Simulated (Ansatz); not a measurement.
Born–Oppenheimer molecular dynamics of a periodic cell of 16 atoms, MgO (host MgO, host structure Fm-3m). It goes on from the last frame of an earlier run, with new velocities.

These are results of Ansatz, DFT PBE-D3(BJ), scalar-relativistic, plane waves, PAW, not measurements. Settings: accuracy low, cutoff 420 eV, k mesh 2x2x2, fermi-dirac smearing 0.05 eV, no spin polarisation.

| Item | Value |
| --- | --- |
| ensemble | NVE (velocity Verlet) |
| time step | 1.5 fs |
| steps asked | 200 |
| starting velocities drawn for | 1440 K |
| seed | 693669 |

Frames 15 fs apart, positions in Å.

Velocities at 75.0 fs (Å/ps):

```
Mg 6.09 -4.14 -8.17
O -0.42 5.33 -10.69
Mg 6.87 -5.20 -14.38
O -3.31 -7.40 -9.63
Mg 0.07 11.35 -1.25
O -0.45 0.45 7.83
Mg -4.99 3.96 5.92
O -3.07 4.70 8.71
Mg -9.96 10.21 1.59
O 0.13 2.20 -0.86
Mg -5.54 -7.74 1.82
O 14.16 -9.79 5.70
Mg 4.41 -9.66 0.69
O 6.58 -4.38 17.11
Mg -4.52 0.61 -0.67
O -2.13 9.81 3.76
```

```xyz
16
Lattice="0.0000 4.2251 4.2251 4.2251 0.0000 4.2251 4.2251 4.2251 0.0000" Properties=species:S:1:pos:R:3 time_fs=75.0 energy_less_start_eV=0.481 T=1222
Mg -0.159 -0.226 0.320
O 2.186 1.939 2.388
Mg 1.973 1.907 0.232
O 4.077 4.195 2.295
Mg 1.962 -0.059 2.236
O 4.178 1.787 4.620
Mg 4.160 2.050 2.322
O 6.379 4.050 4.570
Mg 0.126 2.073 2.438
O 2.136 4.094 4.446
Mg 1.969 4.076 2.293
O 4.162 6.273 4.353
Mg 2.097 1.786 4.487
O 4.221 4.131 6.530
Mg 4.179 3.820 4.384
O 6.214 6.348 6.588
16
Lattice="0.0000 4.2251 4.2251 4.2251 0.0000 4.2251 4.2251 4.2251 0.0000" Properties=species:S:1:pos:R:3 time_fs=90.0 energy_less_start_eV=0.870 T=1024
Mg -0.030 -0.266 0.183
O 2.117 2.013 2.253
Mg 2.118 1.846 0.022
O 4.090 4.040 2.262
Mg 1.995 0.051 2.229
O 4.180 1.896 4.641
Mg 4.120 2.062 2.374
O 6.230 4.057 4.593
Mg -0.083 2.167 2.440
O 2.118 4.096 4.420
Mg 1.951 3.993 2.369
O 4.366 6.086 4.490
Mg 2.139 1.728 4.523
O 4.254 4.081 6.758
Mg 4.106 3.913 4.399
O 6.188 6.443 6.634
16
Lattice="0.0000 4.2251 4.2251 4.2251 0.0000 4.2251 4.2251 4.2251 0.0000" Properties=species:S:1:pos:R:3 time_fs=105.0 energy_less_start_eV=1.031 T=945
Mg 0.085 -0.247 0.218
O 2.004 1.992 2.227
Mg 2.222 1.889 0.009
O 4.149 3.974 2.352
Mg 2.011 0.048 2.277
O 4.148 2.058 4.501
Mg 4.139 1.998 2.380
O 6.113 3.970 4.458
Mg -0.269 2.086 2.369
O 2.080 4.065 4.405
Mg 2.053 3.939 2.408
O 4.363 5.965 4.565
Mg 2.146 1.805 4.583
O 4.129 4.127 6.773
Mg 4.120 4.091 4.431
O 6.266 6.389 6.567
16
Lattice="0.0000 4.2251 4.2251 4.2251 0.0000 4.2251 4.2251 4.2251 0.0000" Properties=species:S:1:pos:R:3 time_fs=120.0 energy_less_start_eV=-0.015 T=1489
Mg 0.110 -0.176 0.372
O 1.927 1.918 2.292
Mg 2.176 2.028 0.218
O 4.154 4.080 2.358
Mg 2.009 -0.047 2.395
O 4.076 2.071 4.358
Mg 4.179 1.893 2.404
O 6.239 3.961 4.361
Mg -0.212 1.945 2.222
O 2.050 4.068 4.427
Mg 2.135 3.893 2.336
O 4.137 6.144 4.506
Mg 2.110 1.909 4.556
O 4.013 4.151 6.607
Mg 4.213 4.156 4.478
O 6.332 6.160 6.474
16
Lattice="0.0000 4.2251 4.2251 4.2251 0.0000 4.2251 4.2251 4.2251 0.0000" Properties=species:S:1:pos:R:3 time_fs=135.0 energy_less_start_eV=0.921 T=1011
Mg 0.038 -0.110 0.384
O 1.903 1.916 2.386
Mg 2.037 2.083 0.405
O 4.158 4.168 2.330
Mg 2.041 -0.215 2.468
O 4.097 1.965 4.345
Mg 4.240 1.801 2.395
O 6.415 4.102 4.441
Mg -0.018 1.877 2.143
O 2.043 4.095 4.460
Mg 2.133 3.938 2.290
O 3.999 6.421 4.429
Mg 2.001 2.034 4.416
O 4.062 4.053 6.421
Mg 4.246 4.143 4.524
O 6.253 5.908 6.505
16
Lattice="0.0000 4.2251 4.2251 4.2251 0.0000 4.2251 4.2251 4.2251 0.0000" Properties=species:S:1:pos:R:3 time_fs=150.0 energy_less_start_eV=0.725 T=1116
Mg -0.069 -0.069 0.255
O 2.029 1.968 2.434
Mg 1.949 1.996 0.424
O 4.249 4.087 2.421
Mg 2.109 -0.400 2.443
O 4.228 1.899 4.425
Mg 4.277 1.768 2.330
O 6.369 4.236 4.547
Mg 0.023 1.914 2.224
O 2.050 4.108 4.516
Mg 2.097 4.077 2.340
O 4.059 6.428 4.422
Mg 1.888 2.140 4.322
O 4.204 3.905 6.361
Mg 4.170 4.146 4.448
O 6.160 5.962 6.554
16
Lattice="0.0000 4.2251 4.2251 4.2251 0.0000 4.2251 4.2251 4.2251 0.0000" Properties=species:S:1:pos:R:3 time_fs=165.0 energy_less_start_eV=1.112 T=927
Mg -0.180 -0.062 0.148
O 2.244 2.026 2.355
Mg 1.994 1.882 0.342
O 4.316 3.976 2.479
Mg 2.149 -0.465 2.388
O 4.296 1.917 4.493
Mg 4.182 1.837 2.273
O 6.198 4.230 4.511
Mg -0.039 1.934 2.388
O 2.068 4.111 4.551
Mg 2.094 4.178 2.400
O 4.156 6.187 4.446
Mg 1.864 2.128 4.345
O 4.275 3.902 6.517
Mg 4.088 4.126 4.309
O 6.236 6.271 6.619
16
Lattice="0.0000 4.2251 4.2251 4.2251 0.0000 4.2251 4.2251 4.2251 0.0000" Properties=species:S:1:pos:R:3 time_fs=180.0 energy_less_start_eV=0.033 T=1487
Mg -0.265 -0.080 0.147
O 2.261 2.062 2.294
Mg 2.083 1.853 0.269
O 4.237 3.998 2.287
Mg 2.129 -0.183 2.341
O 4.194 1.948 4.550
Mg 4.100 1.975 2.279
O 6.165 4.137 4.430
Mg -0.062 1.911 2.464
O 2.079 4.059 4.491
Mg 2.091 4.199 2.371
O 4.171 5.990 4.450
Mg 1.989 1.990 4.414
O 4.236 4.074 6.758
Mg 4.116 4.008 4.334
O 6.404 6.175 6.672
16
Lattice="0.0000 4.2251 4.2251 4.2251 0.0000 4.2251 4.2251 4.2251 0.0000" Properties=species:S:1:pos:R:3 time_fs=195.0 energy_less_start_eV=0.891 T=1050
Mg -0.236 -0.108 0.283
O 1.969 2.025 2.311
Mg 2.116 1.891 0.203
O 4.117 4.098 2.088
Mg 2.068 0.134 2.280
O 4.058 1.985 4.559
Mg 4.177 2.083 2.323
O 6.245 4.003 4.369
Mg -0.024 1.925 2.424
O 2.095 3.960 4.424
Mg 2.033 4.115 2.312
O 4.187 5.968 4.475
Mg 2.157 1.857 4.513
O 4.141 4.239 6.785
Mg 4.209 3.854 4.462
O 6.450 6.044 6.646
16
Lattice="0.0000 4.2251 4.2251 4.2251 0.0000 4.2251 4.2251 4.2251 0.0000" Properties=species:S:1:pos:R:3 time_fs=210.0 energy_less_start_eV=0.737 T=1131
Mg -0.061 -0.182 0.279
O 1.774 2.052 2.324
Mg 2.139 1.913 0.110
O 4.095 4.107 2.252
Mg 2.029 0.211 2.207
O 4.118 1.944 4.458
Mg 4.311 2.099 2.345
O 6.278 3.892 4.355
Mg -0.052 1.982 2.397
O 2.101 3.936 4.435
Mg 1.937 3.978 2.329
O 4.222 6.067 4.529
Mg 2.160 1.828 4.624
O 4.054 4.291 6.595
Mg 4.249 3.897 4.614
O 6.296 6.070 6.553
16
Lattice="0.0000 4.2251 4.2251 4.2251 0.0000 4.2251 4.2251 4.2251 0.0000" Properties=species:S:1:pos:R:3 time_fs=225.0 energy_less_start_eV=1.044 T=981
Mg 0.112 -0.257 0.177
O 1.863 2.078 2.309
Mg 2.144 1.921 0.051
O 4.148 4.066 2.542
Mg 2.000 0.060 2.215
O 4.275 1.845 4.348
Mg 4.369 2.072 2.371
O 6.298 3.948 4.404
Mg -0.223 1.992 2.397
O 2.054 4.035 4.485
Mg 1.930 3.910 2.397
O 4.212 6.243 4.524
Mg 2.055 1.857 4.609
O 4.042 4.156 6.456
Mg 4.223 4.080 4.627
O 6.203 6.128 6.523
16
Lattice="0.0000 4.2251 4.2251 4.2251 0.0000 4.2251 4.2251 4.2251 0.0000" Properties=species:S:1:pos:R:3 time_fs=240.0 energy_less_start_eV=0.224 T=1409
Mg 0.098 -0.202 0.107
O 2.046 1.896 2.338
Mg 2.073 1.978 0.153
O 4.192 4.079 2.647
Mg 1.970 -0.109 2.363
O 4.301 1.775 4.383
Mg 4.197 2.026 2.424
O 6.337 4.144 4.500
Mg -0.271 1.930 2.332
O 2.054 4.135 4.491
Mg 2.051 3.945 2.410
O 4.159 6.331 4.466
Mg 2.013 1.880 4.404
O 4.118 3.933 6.537
Mg 4.193 4.216 4.445
O 6.321 6.163 6.541
```

Of the whole run (300 fs, mean temperature of the second half 1159 K): The conserved energy wandered by up to 12.1 meV per atom (net 12.1 meV per atom), which is poor conservation. A run of 0.3 ps of so small a system gives no equilibrium averages. The SCF threshold is loose, so the forces are noisy. Limits of this set-up: coarse k mesh, low accuracy level.

Time of the run: 5.1 min on 1 thread of Arm Neoverse V2, on a shared host, peak memory 0.45 GiB.
